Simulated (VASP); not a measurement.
Set up this calculation in VASP 6.6.1, as the native input.

- Task: relaxation of cell and atoms
- Functional: PBE
- Dispersion: D3(BJ)
- Potentials or basis: VASP PAW PBE potentials, release 64 (Ge_d, Sb, Te)
- Cutoff: 600 eV
- k mesh: 9 × 9 × 2
- Occupations: gaussian, width 0.03 eV
- Spin: no spin polarisation
- Further INCAR settings: ALGO = Normal; EDIFF = 1e-06; IBRION = 2; EDIFFG = -0.01; NSW = 90; ISIF = 3

The structure of GeSb4Te7 lies in POSCAR:

```
GeSb4Te7
1.0
    4.2893002584      0.0000000000      0.0000000000
   -2.1446501292      3.7146429882      0.0000000000
    0.0000000000      0.0000000000     24.6377784500
Ge Sb Te
1 4 7
Direct
    0.0000000000      0.0000000000      0.5000000000
    0.6666666700      0.3333333300      0.9188986200
    0.3333333300      0.6666666700      0.3497515000
    0.3333333300      0.6666666700      0.0811013800
    0.6666666700      0.3333333300      0.6502485000
    0.3333333300      0.6666666700      0.8497318700
    0.6666666700      0.3333333300      0.1502681300
    0.0000000000      0.0000000000      0.7189782900
    0.6666666700      0.3333333300      0.4313943000
    0.3333333300      0.6666666700      0.5686057000
    0.0000000000      0.0000000000      0.0000000000
    0.0000000000      0.0000000000      0.2810217100
```

The cell is a database's computed one.

These files were run (other wordings do the same):

INCAR

```
SYSTEM = GeSb4Te7
PREC = Accurate
ENCUT = 600
EDIFF = 1E-6
ISMEAR = 0
SIGMA = 0.03
LREAL = .FALSE.
LASPH = .TRUE.
NELM = 80
ALGO = Normal
ISIF = 3
LWAVE = .FALSE.
LCHARG = .FALSE.
GGA = PE
IVDW = 12
IBRION = 2
NSW = 90
EDIFFG = -0.01
KPAR = 4
```

KPOINTS

```
Automatic mesh
0
G
  9 9 2
  0 0 0
```

Potentials or basis: VASP PAW PBE potentials, release 64 (Ge_d, Sb, Te).

The run is started by

```bash
$ cat potpaw_PBE.64/Ge_d/POTCAR potpaw_PBE.64/Sb/POTCAR potpaw_PBE.64/Te/POTCAR > POTCAR
$ mpirun -np 4 vasp_std > vasp.out
```

It gave:

| Property | Result |
| --- | --- |
| Relaxed volume | 30.54 Å³/atom |
| Relaxed cell | a = 4.258 Å, b = 4.258 Å, c = 23.341 Å, α = 90.00°, β = 90.00°, γ = 120.00° |
| Space group after relaxing (to 0.05 Å) | P-3m1 (No. 164) |
| Energy gained by relaxing | 15.8 meV/atom |
| Ionic steps | 37 |
| Pressure after relaxing | 0.0 GPa |
| Largest force after relaxing | 0.010 eV/Å |
| Band gap on the k mesh | 0.06 eV, direct |
| Dispersion energy per atom | -0.451 eV |

Caveat: spin-orbit coupling is left out, which moves the levels of the heavy elements; an odd mesh through Γ misses points on the zone boundary, where band edges often lie.

Run time: 110 min on 4 MPI ranks on Intel(R) Xeon(R) Platinum 8375C CPU @ 2.90GHz (Ice Lake) (shared host), peak memory 0.96 GiB a rank.
